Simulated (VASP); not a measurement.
Write the native input for VASP 6.6.1 that does the following.

- Task: band structure
- Functional: HSE06
- Potentials or basis: VASP PAW PBE potentials, release 64 (Ga_d, P)
- Cutoff: 520 eV
- k mesh: 6 × 6 × 6
- Occupations: gaussian, width 0.02 eV
- Spin: no spin polarisation
- Ladder: free
- Grid for exact exchange (PRECFOCK): Fast
- Screening parameter: 0.2 1/A
- Further INCAR settings: ALGO = Normal; EDIFF = 1e-06

GaP:

```
Ga P
1.0
     0.00000    2.72525    2.72525
     2.72525    0.00000    2.72525
     2.72525    2.72525    0.00000
Ga P
1 1
Direct
  0.00000 0.00000 0.00000
  0.75000 0.75000 0.75000
```

These files were run (other wordings do the same):

POSCAR

```
GaP
1.0
    0.0000000000      2.7252500000      2.7252500000
    2.7252500000      0.0000000000      2.7252500000
    2.7252500000      2.7252500000      0.0000000000
Ga P
1 1
Direct
    0.0000000000      0.0000000000      0.0000000000
    0.7500000000      0.7500000000      0.7500000000
```

INCAR.step1

```
SYSTEM = GaP
PREC = Accurate
ENCUT = 520
EDIFF = 1E-5
ISMEAR = 0
SIGMA = 0.02
LREAL = .False.
LASPH = .True.
NELM = 100
ALGO = Normal
ISIF = 2
LWAVE = .True.
LCHARG = .False.
GGA = PE
KPAR = 4
```

INCAR.step2

```
SYSTEM = GaP
PREC = Accurate
ENCUT = 520
EDIFF = 1E-6
ISMEAR = 0
SIGMA = 0.02
LREAL = .False.
LASPH = .True.
NELM = 100
ALGO = Normal
ISIF = 2
LWAVE = .False.
LCHARG = .False.
GGA = PE
LHFCALC = .True.
HFSCREEN = 0.2
PRECFOCK = Fast
ISTART = 1
KPAR = 4
```

KPOINTS

```
regular mesh
0
Gamma
  6 6 6
  0 0 0
```

KPOINTS_OPT

```
path GXWKGLUWLK,UX
8
line-mode
reciprocal
 0.0000000000  0.0000000000  0.0000000000  G
 0.5000000000  0.0000000000  0.5000000000  X

 0.5000000000  0.0000000000  0.5000000000  X
 0.5000000000  0.2500000000  0.7500000000  W

 0.5000000000  0.2500000000  0.7500000000  W
 0.3750000000  0.3750000000  0.7500000000  K

 0.3750000000  0.3750000000  0.7500000000  K
 0.0000000000  0.0000000000  0.0000000000  G

 0.0000000000  0.0000000000  0.0000000000  G
 0.5000000000  0.5000000000  0.5000000000  L

 0.5000000000  0.5000000000  0.5000000000  L
 0.6250000000  0.2500000000  0.6250000000  U

 0.6250000000  0.2500000000  0.6250000000  U
 0.5000000000  0.2500000000  0.7500000000  W

 0.5000000000  0.2500000000  0.7500000000  W
 0.5000000000  0.5000000000  0.5000000000  L

 0.5000000000  0.5000000000  0.5000000000  L
 0.3750000000  0.3750000000  0.7500000000  K

 0.6250000000  0.2500000000  0.6250000000  U
 0.5000000000  0.0000000000  0.5000000000  X
```

Potentials or basis: VASP PAW PBE potentials, release 64 (Ga_d, P).

Launch:

```console
$ cat potpaw_PBE.64/Ga_d/POTCAR potpaw_PBE.64/P/POTCAR > POTCAR
$ cp INCAR.step1 INCAR
$ mpirun -np 4 vasp_std > vasp.out
$ cp INCAR.step2 INCAR
$ mpirun -np 4 vasp_std > vasp.out
```

It gave:

| Quantity | Value |
| --- | --- |
| Pressure | 0.6 GPa |
| Band gap on the k mesh | 2.31 eV, indirect (least direct gap 2.81 eV) |
| Band gap along the path | 2.28 eV, indirect (least direct gap 2.81 eV) |

Caveat: the PAW data sets were made with another functional, which shifts forces and pressure a little.

Wall time 7.5 min on 4 MPI ranks on Intel(R) Xeon(R) Platinum 8488C (Sapphire Rapids), on a shared host, peak memory 0.32 GiB a rank.
